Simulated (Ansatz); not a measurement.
## An added C started as a split pair with a C atom in diamond, 65 atoms, charge 0

All numbers come from Ansatz (PAW, plane waves, no spin–orbit coupling) at the single k point (¼, ¼, ¼) without its symmetry partners. The atoms were relaxed with PBEsol in a fixed cell; other functionals are single points on those atoms unless said otherwise. The valence top and gap of the host come from its small cell on a dense mesh, with the band extrema sought between the mesh points, lined up by the mean potential, PBEsol gap 4.03 eV.

Cell: a = 7.108 Å, b = 7.108 Å, c = 7.108 Å, α = 90.00°, β = 90.00°, γ = 90.00°.

Nearest atoms after relaxation, from the placed atom (for vacancies from the middle of the vacant sites): C at 1.28 Å, C at 1.41 Å, C at 1.41 Å, C at 2.16 Å, C at 2.16 Å, C at 2.18 Å, C at 2.19 Å, C at 2.23 Å.

Chemical potentials μ are those of reference phases of the elements at zero temperature by the same functional (the usual solids, diamond for C, grey Sn, and the molecules H2, N2, O2, F2, Cl2, Br2 and S8).

```tsv
functional	E(defect) − E(host) − Σ nμ + q·E_VBM (eV)	monopole (eV)	alignment (eV)	formation energy at E_F = VBM (eV)	moment (μB)	wall time, shared host
PBEsol	11.96	0.00	0.00	11.96	0 (no spin)	10 s on NVIDIA GB300 (relaxation)
```

One k point and a cell of this size can leave errors of several tenths of an eV in such numbers.
